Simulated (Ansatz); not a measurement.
# Zone-centre phonons of TaN at 18 GPa: input and output

Level of theory: Ansatz, DFT PBE, scalar-relativistic, plane waves, PAW.

Launched with:
```bash
ansatz run input.yaml --threads 1 --pin off --max-ram 3072MiB --backend cpu --events-out ev --progress --plain --runs-dir out
```

Input (bare energies are in eV):
```yaml
crystal:
  lattice:
    - [2.8675974833, 0.0, 0.0]
    - [-1.4337987416, 2.4834122683, 0.0]
    - [0.0, 0.0, 5.8276621228]
  atoms:
    - { symbol: Ta, position: [0.0, 0.0, 0.0] }
    - { symbol: Ta, position: [0.0, 0.0, 0.5] }
    - { symbol: "N", position: [0.3333333333, 0.6666666667, 0.25] }
    - { symbol: "N", position: [0.6666666667, 0.3333333333, 0.75] }
basis:
  ecutwfc: 420
kpoints:
  mp_grid: { grid: [18, 18, 8] }
hamiltonian:
  xc: pbe
scf:
  occupations: { method: fermi_dirac, width: 0.15 }
output:
  eigenvalues: true
phonons:
  method: dfpt
  eigenvectors: true
```

Results section of the output:
```
--- Phonons (Γ-DFPT): 4 representative perturbations + reference, on 695 of 2592 k-points (Σ response iterations 14) ---
  k mesh reduced under 2 symmetry operations, with k and −k counted as one. Each operation leaves every solved perturbation unchanged. A smaller set is not used because it would not reduce the number of displacements ...
  ASR residual: 5.419e-4 → 0.000e0 eV/Å²; symmetrization residual: 3.882e-6 eV/Å²
  ASR residual per site (eV/Å²): 5.42e-4 5.42e-4 1.16e-4 1.16e-4
  Γ frequencies (cm⁻¹): 0.00 0.00 0.00 152.98 152.98 271.35 445.23 445.23 525.94 525.94 538.84 592.82
  non-analytic LO–TO correction: not included (Born effective charges unavailable; polar crystals: no LO–TO splitting at Γ)
```

Time: 6 min on 1 thread of Intel(R) Xeon(R) Platinum 8259CL CPU @ 2.50GHz (Skylake/Cascade Lake), on a shared host, peak memory 2.1 GiB.

In a metal, frequencies and elastic constants depend on the k mesh and the smearing, soft modes and shear constants most. Spin–orbit coupling is left out, which can shift energies with elements as heavy as these. Other phases may be more stable at this pressure.

This form isn't the usual stable structure of the compound at low pressure.